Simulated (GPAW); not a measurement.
Runs of GPAW 26.7.0 on Si2Mo. Symmetry: I4/mmm, No. 139, tetragonal system. Conventional cell: a = 3.200 Å, b = 3.200 Å, c = 7.861 Å, α = 90.00°, β = 90.00°, γ = 90.00°. Mo (site symmetry 4/mmm) is surrounded by 10 Si at 2.62 Å. Si (site symmetry 4mm) has 5 Si at 2.61 to 2.63 Å and 5 Mo at 2.62 Å as nearest neighbours. 

```tsv
potentials or basis	cutoff (eV)	data set	pressure (GPa)	largest force (eV/Å)
PAW data sets generated in the run's folder for this functional, pw	600	-	2.8	0.30
SG15 ONCV 1.2, pw	1100	-	2.5	0.32
GPAW PAW data sets (gpaw-data 1.2.1), other valence, pw	600	Mo 6	4.7	(a)
GPAW PAW data sets (gpaw-data 1.2.1), pw	600	-	2.8	0.30
JTH PAW 2.0, PBE, pw	600	Mo jth, Si jth	(b)	0.30
```

Alike in all rows: task band structure; level PBE; no spin polarisation; cell as given; k mesh 8 × 8 × 8; smearing fermi-dirac 0.05 eV.

Question: Estimate the missing entries.

Answer: (a) 0.26; (b) 2.6.

Caveats: the program truncates these outside data sets (some runs).

The runs don't all hold the same shells in valence.
